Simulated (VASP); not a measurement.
# C (P6_3/mmc) in VASP: notebook, part 2 of 2

VASP 6.6.1.

## 3. Relaxation of cell and atoms, BLYP+D4

The COD entry that gives the cell may itself be a prediction, so a difference from it is no test against experiment.

File INCAR:

```
SYSTEM = C
PREC = Accurate ; ENCUT = 600
EDIFF = 1E-6 ; ISMEAR = -1
SIGMA = 0.05 ; LREAL = .False.
LASPH = .True. ; NELM = 60
ALGO = Normal ; ISIF = 3
LWAVE = .False. ; LCHARG = .False.
GGA = B5 ; ALDAX = 1.0
AGGAX = 1.0 ; AGGAC = 1.0
ALDAC = 0.0 ; IVDW = 13
VDW_S6 = 1.0 ; VDW_S8 = 2.34076671
VDW_A1 = 0.44488865 ; VDW_A2 = 4.0933009
IBRION = 2 ; NSW = 40
EDIFFG = -0.01
```

File KPOINTS:

```
Automatic mesh
0
Gamma
  12 12 4
  0 0 0
```

File POSCAR:

```
C
1.0
    2.5221000000      0.0000000000      0.0000000000
   -1.2610500000      2.1842026709      0.0000000000
    0.0000000000      0.0000000000      8.2371000000
C
8
Direct
    0.6666666667      0.3333333333      0.8437500000
    0.3333333333      0.6666666667      0.3437500000
    0.6666666667      0.3333333333      0.6562500000
    0.3333333333      0.6666666667      0.1562500000
    0.0000000000      0.0000000000      0.9062500000
    0.0000000000      0.0000000000      0.4062500000
    0.0000000000      0.0000000000      0.5937500000
    0.0000000000      0.0000000000      0.0937500000
```

Potentials or basis: VASP PAW PBE potentials, release 64 (C).

Launch:

```console
> cat potpaw_PBE.64/C/POTCAR > POTCAR
> mpirun -np 1 vasp_std > vasp.out
```

OUTCAR:

```text
SYSTEM = C
   PREC = Accurate
   ENCUT = 600
   EDIFF = 1E-6
   ISMEAR = -1
   LREAL = .False.
   LASPH = .True.
   NELM = 60
   ISIF = 3
   GGA = B5
   IVDW = 13
   IBRION = 2
   NSW = 40
   EDIFFG = -0.01

 ion  position               nearest neighbor table
   1  0.667  0.333  0.844-   3 1.54   5 1.54   5 1.54   5 1.54
   2  0.333  0.667  0.344-   4 1.54   6 1.54   6 1.54   6 1.54
   3  0.667  0.333  0.656-   1 1.54   7 1.54   7 1.54   7 1.54
   4  0.333  0.667  0.156-   2 1.54   8 1.54   8 1.54   8 1.54
   5  0.000  0.000  0.906-   8 1.54   1 1.54   1 1.54   1 1.54
   6  0.000  0.000  0.406-   7 1.54   2 1.54   2 1.54   2 1.54
   7  0.000  0.000  0.594-   6 1.54   3 1.54   3 1.54   3 1.54
   8  0.000  0.000  0.094-   5 1.54   4 1.54   4 1.54   4 1.54

  LATTYP: Found a hexagonal cell.
 ALAT       =     2.5221000000
 C/A-ratio  =     3.2659688355

  Lattice vectors:

 A1 = (   2.5221000000,   0.0000000000,   0.0000000000)
 A2 = (  -1.2610500000,   2.1842026709,   0.0000000000)
 A3 = (   0.0000000000,   0.0000000000,   8.2371000000)

Analysis of symmetry for initial positions (statically):
=====================================================================
 Subroutine PRICEL returns:
 Original cell was already a primitive cell.

 Routine SETGRP: Setting up the symmetry group for a
 hexagonal supercell.

 Subroutine GETGRP returns: Found 24 space group operations
 (whereof 12 operations were pure point group operations)
 out of a pool of 24 trial point group operations.

The static configuration has the point symmetry D_3d.
 The point group associated with its full space group is D_6h.

Analysis of symmetry for dynamics (positions and initial velocities):
=====================================================================
 Subroutine PRICEL returns:
 Original cell was already a primitive cell.

 Routine SETGRP: Setting up the symmetry group for a
 hexagonal supercell.

 Subroutine GETGRP returns: Found 24 space group operations
 (whereof 12 operations were pure point group operations)
 out of a pool of 24 trial point group operations.

The dynamic configuration has the point symmetry D_3d.
 The point group associated with its full space group is D_6h.

 Subroutine INISYM returns: Found 24 space group operations
 (whereof 12 operations are pure point group operations),
 and found     1 'primitive' translations

----------------------------------------------------------------------------------------

                                     Primitive cell

  volume of cell :      45.3764

  direct lattice vectors                    reciprocal lattice vectors
     2.522100000  0.000000000  0.000000000     0.396494984  0.228916486  0.000000000
    -1.261050000  2.184202671  0.000000000     0.000000000  0.457832972  0.000000000
     0.000000000  0.000000000  8.237100000     0.000000000  0.000000000  0.121401950

  length of vectors
     2.522100000  2.522100000  8.237100000     0.457832972  0.457832972  0.121401950

  position of ions in fractional coordinates (direct lattice)
     0.666666667  0.333333333  0.843750000
     0.333333333  0.666666667  0.343750000
     0.666666667  0.333333333  0.656250000
     0.333333333  0.666666667  0.156250000
     0.000000000  0.000000000  0.906250000
     0.000000000  0.000000000  0.406250000
     0.000000000  0.000000000  0.593750000
     0.000000000  0.000000000  0.093750000

  ion indices of the primitive-cell ions
   primitive index   ion index
                 1           1
                 2           2
                 3           3
                 4           4
                 5           5
                 6           6
                 7           7
                 8           8

----------------------------------------------------------------------------------------

 KPOINTS: Automatic mesh

Automatic generation of k-mesh.
 Grid dimensions read from file:
 generate k-points for:   12   12    4

 Generating k-lattice:

  Cartesian coordinates                     Fractional coordinates (reciprocal lattice)
     0.033041249  0.019076374  0.000000000     0.083333333  0.000000000  0.000000000
     0.000000000  0.038152748  0.000000000     0.000000000  0.083333333  0.000000000
     0.000000000  0.000000000  0.030350487     0.000000000  0.000000000  0.250000000

  Length of vectors
     0.038152748  0.038152748  0.030350487

  Shift w.r.t. Gamma in fractional coordinates (k-lattice)
     0.000000000  0.000000000  0.000000000

 Subroutine IBZKPT returns following result:
 ===========================================

 Found     57 irreducible k-points:

 Following reciprocal coordinates:
            Coordinates               Weight
  0.000000  0.000000  0.000000      1.000000
  0.083333  0.000000  0.000000      6.000000
  0.166667  0.000000  0.000000      6.000000
  0.250000  0.000000  0.000000      6.000000
  0.333333  0.000000  0.000000      6.000000
  0.416667  0.000000  0.000000      6.000000
[... 16 lines left out ...]
  0.250000  0.000000  0.250000     12.000000
  0.333333  0.000000  0.250000     12.000000
 [... further k-points ...]
   k-points           NKPTS =     57   k-points in BZ     NKDIM =     57   number of bands    NBANDS=     21
   number of dos      NEDOS =    301   number of ions     NIONS =      8
   total plane-waves  NPLWV =  28000
   dimension x,y,z NGX =    20 NGY =   20 NGZ =   70
   dimension x,y,z NGXF=    40 NGYF=   40 NGZF=  140
   ions per type =               8
   NGX,Y,Z   is equivalent  to a cutoff of  13.18, 13.18, 14.13 a.u.
   NGXF,Y,Z  is equivalent  to a cutoff of  26.37, 26.37, 28.26 a.u.
 SYSTEM =  C
   PREC   = accura    normal or accurate (medium, high low for compatibility)
   ISTART =      0    job   : 0-new  1-cont  2-samecut
   ICHARG =      2    charge: 1-file 2-atom 10-const
   ISPIN  =      1    spin polarized calculation?
   LNONCOLLINEAR =      F non collinear calculations
   LSORBIT =      F    spin-orbit coupling
   LASPH  =      T    aspherical Exc in radial PAW
   ENCUT  =  600.0 eV  44.10 Ry    6.64 a.u.   5.04  5.04 16.45*2*pi/ulx,y,z
   NELM   =     60;   NELMIN=  2; NELMDL= -5     # of ELM steps
   EDIFF  = 0.1E-05   stopping-criterion for ELM
   LREAL  =      F    real-space projection
   EDIFFG = -.1E-01   stopping-criterion for IOM
   NSW    =     40    number of steps for IOM
   IBRION =      2    ionic relax: 0-MD 1-quasi-New 2-CG
   NFREE  =      1    steps in history (QN), initial steepest desc. (CG)
   ISIF   =      3    stress and relaxation
   ISYM   =      2    0-nonsym 1-usesym 2-fastsym
   POTIM  = 0.5000    time-step for ionic-motion
   TEBEG  =    0.0;   TEEND  =   0.0 temperature during run
   PSTRESS=    0.0 pullay stress
   NELECT =      32.0000    total number of electrons
   NUPDOWN=      -1.0000    fix difference up-down
   EMIN   =  10.00;   EMAX   =-10.00  energy-range for DOS
   EFERMI =   0.00;   METHOD = LEGACY
   ISMEAR =    -1;   SIGMA  =   0.05  broadening in eV -4-tet -1-fermi 0-gaus
   EFERMI_NEDOS =   21; number of points for ismear=-14 and -15
   IALGO  =     38    algorithm
   IMIX   =      4    mixing-type and parameters
     AMIX     =   0.40;   BMIX     =  1.00
     AMIX_MAG =   1.60;   BMIX_MAG =  1.00
  volume/ion in A,a.u.               =       5.67        38.28
  Fermi-wavevector in a.u.,A,eV,Ry     =   1.457186  2.753682 28.890486  2.123391
  Thomas-Fermi vector in A             =   2.574017
   LORBIT       =      0    0 simple, 1 ext, 2 COOP (PROOUT), +10 PAW based schemes
   GGA     = B5    functional components
   LHFCALC =     F    Hartree Fock is set to
   AEXX    =    0.0000 exact exchange contribution
   IVDW    =    13    specifies the selected vdW correction
   LEPSILON=     F    determine dielectric tensor
   LRPA    =     F    only Hartree local field effects (RPA)
 conjugate gradient relaxation of ions
 non-spin polarized calculation
  energy-cutoff  :      600.00
  volume of cell :       45.38
 maximum number of plane-waves:      1534
   NGX = 11   NGY = 11   NGZ = 33

--------------------------------------- Ionic step        1  -------------------------------------------

 number of electron      31.9999998 magnetization

 Free energy of the ion-electron system (eV)
  ---------------------------------------------------
  ext. energy  EPLUGINS =         0.00000000
  ---------------------------------------------------
  free energy    TOTEN  =       -66.77508004 eV

  energy without entropy =      -66.77508004  energy(sigma->0) =      -66.77508004

------------------------ aborting loop because EDIFF is reached ----------------------------------------

  DFT-D4 for vdW energy calculation

  Edisp (eV):   -3.32073
[... 267 lines left out ...]
--------------------------------------- Ionic step        7  -------------------------------------------

 number of electron      31.9999998 magnetization

 Free energy of the ion-electron system (eV)
  ---------------------------------------------------
  ext. energy  EPLUGINS =         0.00000000
  ---------------------------------------------------
  free energy    TOTEN  =       -66.80077091 eV

  energy without entropy =      -66.80077091  energy(sigma->0) =      -66.80077091

 E-fermi :  11.0151     XC(G=0): -12.5338

 val. band max:       10.1033031900   @ k =   0.0000   0.0000   0.0000
 cond. band min:      14.9866042415   @ k =   0.4167   0.0000   0.0000
 fundamental gap:      4.8833010516
 Fermi energy:        11.0151113213

 k-point     1 :       0.0000    0.0000    0.0000
  band No.  band energies     occupation
      1     -11.1944      2.00000
      2      -9.5685      2.00000
      3      -9.4658      2.00000
      4      -5.6170      2.00000
      5      -3.1048      2.00000
      6       3.4324      2.00000
[... 565 lines left out ...]
     20      17.8405      0.00000
     21      18.4178      0.00000

 [... further k-points ...]

------------------------ aborting loop because EDIFF is reached ----------------------------------------

  DFT-D4 for vdW energy calculation

  Edisp (eV):   -3.31460
[... 31 lines left out ...]
  FREE ENERGIE OF THE ION-ELECTRON SYSTEM (eV)
  ---------------------------------------------------
  free  energy   TOTEN  =       -70.1153746422 eV

  energy  without entropy=      -70.1153746422  energy(sigma->0) =      -70.11537464

 reached required accuracy - stopping structural energy minimisation
```

Run time: 4 min. Hardware: 1 thread of Intel Xeon Platinum 8559C (Emerald Rapids), shared host; peak memory 0.19 GiB.

Results:

| Item | Value |
| --- | --- |
| Free energy | -70.1154 eV |
| Relaxed volume | 5.68 Å³/atom |
| Relaxed cell | a = 2.516 Å, b = 2.516 Å, c = 8.296 Å, α = 90.00°, β = 90.00°, γ = 120.00° |
| Space group after relaxing (to 0.05 Å) | P6_3/mmc (No. 194) |
| Energy gained by relaxing | 2.4 meV/atom |
| Ionic steps | 7 |
| Pressure after relaxing | 0.0 GPa |
| Largest force after relaxing | 0.009 eV/Å |
| Band gap on the k mesh | 4.88 eV, indirect (least direct gap 5.47 eV) |
| Dispersion energy per atom | -0.414 eV |

Forces in eV/Å, atoms in the order of the input:
```
C    0.000  0.000 -0.006
C    0.000  0.000 -0.006
C    0.000  0.000  0.006
C    0.000  0.000  0.006
C    0.000  0.000  0.009
C    0.000  0.000  0.009
C    0.000  0.000 -0.009
C    0.000  0.000 -0.009
```

Stress tensor (GPa, compression positive):
```
-0.05  0.00  0.00
 0.00 -0.05  0.00
 0.00  0.00  0.11
```

Step by step:
| step | energy change (eV) | largest force (eV/Å) | pressure (GPa) | volume (Å³) |
| --- | --- | --- | --- | --- |
| 1 | 0.0000 | 0.3360 | 0.94 | 45.38 |
| 2 | 0.0120 | 0.5167 | -0.87 | 45.59 |
| 3 | -0.0194 | 0.0435 | -0.02 | 45.47 |
| 4 | -0.0194 | 0.0360 | 0.00 | 45.47 |
| 5 | -0.0194 | 0.0545 | 0.01 | 45.47 |
| 6 | -0.0196 | 0.0101 | 0.00 | 45.47 |
| 7 | -0.0196 | 0.0090 | 0.00 | 45.47 |

Final structure:
```
CELL_PARAMETERS angstrom
2.51560 0.00000 0.00000
-1.25780 2.17857 0.00000
0.00000 0.00000 8.29621
ATOMIC_POSITIONS crystal
C 0.66667 0.33333 0.84449
C 0.33333 0.66667 0.34449
C 0.66667 0.33333 0.65551
C 0.33333 0.66667 0.15551
C 0.00000 0.00000 0.90701
C 0.00000 0.00000 0.40701
C 0.00000 0.00000 0.59299
C 0.00000 0.00000 0.09299
```

Levels at points of the mesh, in eV from the valence-band top:
```
           k point  band 12  band 13  band 14  band 15  band 16  band 17  band 18  band 19  band 20  band 21
(0.00, 0.00, 0.00)    -1.68    -1.68    -0.20     0.00     0.00     5.47     5.47     5.63     7.28     7.28
(0.50, 0.00, 0.00)    -4.90    -4.81    -4.57    -3.57    -2.90     4.97     5.92     6.30     6.36     6.94
(0.00, 0.00, 0.50)    -2.53    -0.63    -0.63    -0.63    -0.63     6.22     6.22     6.22     6.22     6.83
(0.50, 0.00, 0.50)    -5.86    -4.58    -4.58    -3.57    -3.57     5.30     5.30     7.30     7.30     7.81
```

Caveat: the PAW data sets were made with another functional, which shifts forces and pressure a little. BLYP gaps usually lie below the measured ones, often by a third to a half.
